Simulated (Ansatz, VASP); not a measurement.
**BiTe: VASP beside Ansatz**

```
Bi Te
1.0
     0.00000    3.33205    3.33205
     3.33205    0.00000    3.33205
     3.33205    3.33205    0.00000
Bi Te
1 1
Direct
  0.00000 0.00000 0.00000
  0.50000 0.50000 0.50000
```

Change from the starting cell: strain +0.030 along x and y, +0.030 along z, atoms carried along.

Alike in both runs: task single point; functional PBEsol; k mesh 14 × 14 × 14; occupations gaussian, width 0.15 eV; no spin polarisation.

|  | VASP | Ansatz |
| --- | --- | --- |
| version | VASP 6.6.1 | Ansatz 0.2.0 |
| potentials or method | VASP PAW PBE potentials, release 64 (Bi_d, Te) | scalar-relativistic, plane waves, PAW |
| plane-wave cutoff (eV) | 520 | 420 |
| valence electrons in the cell | 21 | 31 |

|  | VASP | Ansatz | Ansatz less VASP |
| --- | --- | --- | --- |
| gap on the k mesh at the Fermi level (eV) | none | none | - |
| pressure (GPa) | -5.0 | -5.0 | +0.05 |

A gap of «none» marks a metal or a gap that the smearing closes. The functional is the same, so the differences come from potentials, cutoffs and numerics. The two sets of potentials don't hold the same shells in valence.

Caveats: the PAW data sets were made with another functional, which shifts forces and pressure a little (VASP); spin-orbit coupling is left out, which moves the levels of the heavy elements.
